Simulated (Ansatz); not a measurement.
# Hf (fcc type): the cost of one run

Method: DFT, PBE, PAW with Ansatz's default frozen-core files, scalar-relativistic, in Ansatz 0.2.0.

### Step 1. The structure to begin with

Symmetry: Fm-3m, No. 225, cubic system. The conventional cell has a = 4.485 Å, b = 4.485 Å, c = 4.485 Å, α = 90.00°, β = 90.00°, γ = 90.00°. Hf (site symmetry m-3m) is surrounded by 12 Hf at 3.17 Å.

Coordinates:

```
CELL_PARAMETERS angstrom
0.00000 2.24273 2.24273
2.24273 0.00000 2.24273
2.24273 2.24273 0.00000
ATOMIC_POSITIONS crystal
Hf 0.00000 0.00000 0.00000
```

### Step 2. Cell relaxed at zero pressure, PAW

Input file input.yaml:

```yaml
crystal:
  lattice:
    - [0.0, 2.2427254771, 2.2427254771]
    - [2.2427254771, 0.0, 2.2427254771]
    - [2.2427254771, 2.2427254771, 0.0]
  atoms:
    - { symbol: Hf, position: [0.0, 0.0, 0.0] }
kpoints:
  mp_grid: { grid: [15, 15, 15] }
scf:
  occupations: { method: fermi_dirac, width: 0.1 }
hamiltonian:
  xc: pbe
  pseudopotentials: { kind: paw }
output:
  forces: true
  stress: true
relax:
  f_tol: 0.005
  max_steps: 40
  cell: {}
```

Started as:

```
ansatz run input.yaml --threads 1 --pin off --max-ram 3584MiB --backend cpu --events-out ev --progress --plain --runs-dir out
```

Q: Estimate wall time and peak memory on 1 thread of Intel Xeon Platinum 8488C (Sapphire Rapids), shared host.

About 7.5 s, with a peak of 0.39 GiB.
